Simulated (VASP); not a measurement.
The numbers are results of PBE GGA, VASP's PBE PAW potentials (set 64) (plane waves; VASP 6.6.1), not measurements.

A VASP calculation is set up with these files.

File POSCAR:
```
ZnTe
1
   -0.0000000000     3.0919258252     3.0919258252
    3.0919258252     0.0000000000     3.0919258252
    3.0919258252     3.0919258252    -0.0000000000
Zn Te
1 1
Direct
  0.0000000000   0.0000000000   0.0000000000
  0.2500000000   0.2500000000   0.2500000000
```

INCAR:
```
SYSTEM = ZnTe
PREC = Accurate
ENCUT = 520
EDIFF = 1E-6
NELM = 100
ALGO = Normal
LREAL = .FALSE.
LASPH = .TRUE.
ISMEAR = 0
SIGMA = 0.05
GGA = PE
LMAXMIX = 4
LWAVE = .FALSE.
LCHARG = .TRUE.
```

File KPOINTS:
```
Automatic
0
Gamma
7 7 7
```

POTCAR, in this order: Zn Te (PBE.64 set). Program: vasp_std.

The resulting files:

File OSZICAR:
```
       N       E                     dE             d eps       ncg     rms          rms(c)
DAV:   1     0.804165556592E+02    0.80417E+02   -0.84749E+03   520   0.145E+03
DAV:   2    -0.395564216040E+00   -0.80812E+02   -0.77534E+02   540   0.263E+02
DAV:   3    -0.528551753149E+01   -0.48900E+01   -0.48719E+01   665   0.633E+01
DAV:   4    -0.535930578460E+01   -0.73788E-01   -0.73767E-01   605   0.789E+00
DAV:   5    -0.536099184158E+01   -0.16861E-02   -0.16861E-02   623   0.985E-01    0.451E+00
DAV:   6    -0.519524197636E+01    0.16575E+00   -0.58206E-01   641   0.215E+01    0.357E+00
DAV:   7    -0.518536467358E+01    0.98773E-02   -0.11002E-01   580   0.382E+00    0.142E+00
DAV:   8    -0.518542952765E+01   -0.64854E-04   -0.45706E-03   654   0.686E-01    0.378E-01
DAV:   9    -0.518568023247E+01   -0.25070E-03   -0.10444E-03   575   0.326E-01    0.127E-01
DAV:  10    -0.518569882959E+01   -0.18597E-04   -0.74661E-05   620   0.876E-02    0.983E-02
DAV:  11    -0.518575548936E+01   -0.56660E-04   -0.97625E-05   545   0.670E-02    0.541E-02
DAV:  12    -0.518575609674E+01   -0.60738E-06   -0.42771E-06   635   0.318E-02
   1 F= -.51857561E+01 E0= -.51857561E+01  d E =-.146582E-15
```

### OUTCAR
```
------------------------ aborting loop because EDIFF is reached ----------------------------------------
  FORCE on cell =-STRESS in cart. coord.  units (eV):
  Direction    XX          YY          ZZ          XY          YZ          ZX
  --------------------------------------------------------------------------------------
  Total        0.0150500      0.0150500      0.0150500      0.0000000     -0.0000000     -0.0000000
  in kB        0.4078766      0.4078766      0.4078766      0.0000000     -0.0000000     -0.0000000
  external PRESSURE =       0.4078766 kB  Pullay stress =       0.0000000 kB
  volume of cell :       59.12
      direct lattice vectors                 reciprocal lattice vectors
     0.000000000  3.091925825  3.091925825    -0.161711512  0.161711512  0.161711512
     3.091925825  0.000000000  3.091925825     0.161711512 -0.161711512  0.161711512
     3.091925825  3.091925825  0.000000000     0.161711512  0.161711512 -0.161711512
 POSITION                                       TOTAL-FORCE (eV/Angst)
 -----------------------------------------------------------------------------------
      0.00000      0.00000      0.00000        -0.000000     -0.000000      0.000000
      1.54596      1.54596      1.54596         0.000000      0.000000     -0.000000
 -----------------------------------------------------------------------------------
    total drift:                                0.000000      0.000000      0.000000
  FREE ENERGIE OF THE ION-ELECTRON SYSTEM (eV)
  ---------------------------------------------------
  free  energy   TOTEN  =        -5.1857560967 eV

  energy  without entropy=       -5.1857560967  energy(sigma->0) =       -5.18575610
```
(Selected blocks of OUTCAR.)

The compound is ZnTe in the zinc blende structure. It was relaxed first.
